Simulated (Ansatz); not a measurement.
# HfO2: the cost of one run

Method: DFT PBE, scalar-relativistic, plane waves, PAW, in Ansatz 0.2.0.

2 further runs of the same task are left out: 2 set aside as unsound or not needed. Runs told in other sessions of the task aren't counted.

### 1 Starting point

The structure is tetragonal, space group P4_2/nmc (No. 137). The conventional cell has a = 3.604 Å, b = 3.604 Å, c = 5.264 Å, α = 90.00°, β = 90.00°, γ = 90.00°. Hf (site symmetry -4m2) has 4 O at 2.07 Å in its first shell of neighbours. O (site symmetry 2mm) is surrounded by 2 Hf at 2.07 Å.

As a file:

```cif
data_structure
_symmetry_space_group_name_H-M 'P4_2/nmc:1'
_symmetry_Int_Tables_number 137
_cell_length_a 3.6043
_cell_length_b 3.6043
_cell_length_c 5.2640
_cell_angle_alpha 90.000
_cell_angle_beta 90.000
_cell_angle_gamma 90.000
_cell_volume 68.38
loop_
_atom_site_label
_atom_site_type_symbol
_atom_site_symmetry_multiplicity
_atom_site_Wyckoff_symbol
_atom_site_fract_x
_atom_site_fract_y
_atom_site_fract_z
_atom_site_occupancy
Hf1 Hf 2 a 0.50000 0.50000 0.50000 1
O1 O 4 d 0.00000 0.50000 0.69325 1
```

It goes back to an entry of the Materials Project, which need not be the stable form.

It is the result of an earlier relaxation at this level (volume 11.40 Å³/atom; gap on the mesh: 4.67 eV).

### 2 The reference cell

Reference values: F = -33723.0398 eV; pressure 0.02 GPa; largest force 0.000 eV/Å; gap on the mesh 4.67 eV. It was computed beforehand with the settings of the runs below.

### 3 The scan: rattled cells

All atoms are moved at random with no net shift, in some cells together with a random strain.

### 4 Point rms move = 0.048 Å

input.yaml

```yaml
crystal:
  lattice:
    - [3.6343775878, -0.0391468573, -0.0119221037]
    - [-0.0391468573, 3.7047186118, -0.1024043993]
    - [-0.0174118355, -0.1495582151, 5.2471768552]
  atoms:
    - { symbol: Hf, position: [0.4988882669, 0.4933833138, 0.4943799905] }
    - { symbol: Hf, position: [-0.0108882625, 0.0065486711, 0.0036761897] }
    - { symbol: O, position: [0.0074883885, 0.5086084335, 0.6900279645] }
    - { symbol: O, position: [0.5103571417, -0.0010149686, 0.8137509832] }
    - { symbol: O, position: [0.488167835, -0.0094184042, 0.3107213704] }
    - { symbol: O, position: [0.0059866305, 0.5018929545, 0.1874435017] }
basis:
  ecutwfc: 420
kpoints:
  mp_grid: { grid: [6, 6, 4] }
hamiltonian:
  xc: pbe
scf:
  occupations: { method: gaussian, width: 0.05 }
output:
  forces: true
  stress: true
  eigenvalues: true
```

Started as:

```
ansatz run input.yaml --threads 2 --pin off --max-ram 5120MiB --backend cpu --events-out ev --progress --plain --runs-dir out
```

What time and memory should one allow on 2 threads of Intel Xeon Platinum 8488C (Sapphire Rapids), shared host?

About 6.7 s, with a peak of 0.5 GiB.
